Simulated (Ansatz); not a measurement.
CsCl (CsCl type, Pm-3m) at seven volumes, the program Ansatz at the HSE06 level (PAW), scaled uniformly. One row is withheld.

```
V (Å³/atom)  P (GPa)
-----------  -------
33.114          1.88
34.206          1.14
35.297          0.52
36.389          0.01
37.481         -0.42
38.572         -0.77
39.664             ?
```

Q: Fit the shown pressures and predict the withheld one.

A: Third-order Birch–Murnaghan: P = (3/2)B₀(x^(7/2) − x^(5/2))[1 + (3/4)(B′ − 4)(x − 1)] with x = (V₀/V)^(2/3). Least squares on the six rows gives V₀ = 36.409 Å³/atom, B₀ = 15.51 GPa, B′ = 5.16. At V = 39.664, x = 0.9445 and P = -1.07 GPa. The run itself gave -1.07 GPa.

Symmetry was held in the HSE06 relaxation. Spin–orbit coupling is left out wherever it is not named.

Potentials: the earlier of the program's two PAW sets. The files were generated under PBE; for other functionals the program regenerates the frozen cores, and for LDA and PBEsol the local potential too.
